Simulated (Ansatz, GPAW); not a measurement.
This is a calculation of Zr (Zirconium) for GPAW 26.7.0 (ASE script). 

The input run.py:

```python
from ase.dft.bandgap import bandgap
from ase.io import read, write
from ase.units import GPa
from gpaw import GPAW, PW

atoms = read('POSCAR')

calc = GPAW(mode=PW(600),
            xc='PBE',
            kpts={'size': (9, 9, 5), 'gamma': True},
            occupations={'name': 'methfessel-paxton', 'order': 0, 'width': 0.019000000000000003},
            nbands=24,
            convergence={'density': 1e-05, 'energy': 1e-05},
            maxiter=150,
            txt='gpaw.txt')
atoms.calc = calc
energy = atoms.get_potential_energy()
forces = atoms.get_forces()
stress = atoms.get_stress()
calc.write('gs.gpw')
write('result.traj', atoms)
print(f'Energy: {energy:.6f} eV')
print('Forces (eV/A):')
print(forces.round(4))
print('Stress (GPa):', (stress / GPa).round(3))
print('Fermi level:', round(calc.get_fermi_level(), 4), 'eV')
print(f'Gap: {bandgap(calc)[0]:.4f} eV, direct: {bandgap(calc, direct=True)[0]:.4f} eV')
```

Contents of POSCAR:

```
Zr
1.0
    3.2320000000      0.0000000000      0.0000000000
   -1.6160000000      2.7989941050      0.0000000000
    0.0000000000      0.0000000000      5.1470000000
Zr
2
Direct
    0.6666666667      0.3333333333      0.7500000000
    0.3333333333      0.6666666667      0.2500000000
```

Potentials or basis: GPAW PAW data sets (gpaw-data 1.2.1), pw.

Launch:

```console
$ OMP_NUM_THREADS=1 python run.py
```

Problem. Translate it to Ansatz 0.2.0. Potentials or basis there: all-electron LAPW, scalar-relativistic.

Solution. As run (cutoffs and basis follow the program's own potentials, and thresholds, step limits or extra output files can differ):

input.yaml

```yaml
crystal:
  lattice:
    - [3.232, 0.0, 0.0]
    - [-1.616, 2.798994105, 0.0]
    - [0.0, 0.0, 5.147]
  atoms:
    - { symbol: Zr, position: [0.6666666667, 0.3333333333, 0.75] }
    - { symbol: Zr, position: [0.3333333333, 0.6666666667, 0.25] }
kpoints:
  mp_grid: { grid: [9, 9, 5] }
scf:
  occupations: { method: gaussian, width: 0.019 }
hamiltonian:
  xc: pbe
  pseudopotentials: { kind: all_electron, lapw: { basis_error: 0.001 } }
output:
  forces: true
  stress: true
  eigenvalues: true
```

Potentials or basis: all-electron LAPW, scalar-relativistic.

Launch:

```console
$ ansatz run input.yaml --threads 1 --pin off --max-ram 3072MiB --backend cpu --events-out ev --progress --plain --runs-dir out
```

Both were run:

|  | GPAW | Ansatz |
| --- | --- | --- |
| Pressure | 0.2 GPa | 0.6 GPa |

Where Ansatz's input types no cutoff or centring, it takes its own default and a Γ-centred mesh.

Pressure is positive in compression.
